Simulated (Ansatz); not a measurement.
# TaN (CsCl type): the cost of one run

Method: DFT PBE, with the methods named in each step, in Ansatz 0.2.0.

## (1) The system as given

Symmetry: Pm-3m, No. 221, cubic system. The conventional cell has a = 2.722 Å, b = 2.722 Å, c = 2.722 Å, α = 90.00°, β = 90.00°, γ = 90.00°. Around Ta (site symmetry m-3m) lie 8 N at 2.36 Å. N (site symmetry m-3m) has 8 Ta at 2.36 Å as nearest neighbours.

As a file:

```xyz
2
Lattice="2.7220 0.0000 0.0000 0.0000 2.7220 0.0000 0.0000 0.0000 2.7220" Properties=species:S:1:pos:R:3 pbc="T T T"
Ta    0.0000    0.0000    0.0000
N     1.3610    1.3610    1.3610
```

Whether this phase is the stable one at these pressures isn't tested.

Atoms are numbered in the order of the input: Ta1, N2.

## (2) Cell relaxed at zero pressure, PAW

The input, input.yaml:

```yaml
crystal:
  lattice:
    - [2.7220233657, 0.0, 0.0]
    - [0.0, 2.7220233657, 0.0]
    - [0.0, 0.0, 2.7220233657]
  atoms:
    - { symbol: Ta, position: [0.0, 0.0, 0.0] }
    - { symbol: "N", position: [0.5, 0.5, 0.5] }
kpoints:
  mp_grid: { grid: [15, 15, 15] }
scf:
  occupations: { method: fermi_dirac, width: 0.05 }
hamiltonian:
  xc: pbe
  pseudopotentials: { kind: paw }
output:
  forces: true
  stress: true
relax:
  f_tol: 0.005
  max_steps: 40
  cell: {}
```

Started as:

```console
$ ansatz run input.yaml --threads 1 --pin off --max-ram 2048MiB --backend cpu --events-out ev --progress --plain --runs-dir out
```

What time and memory should one allow on 1 thread of Intel Xeon 6975P-C (Granite Rapids), shared host?

About 6.2 s, with a peak of 0.4 GiB.
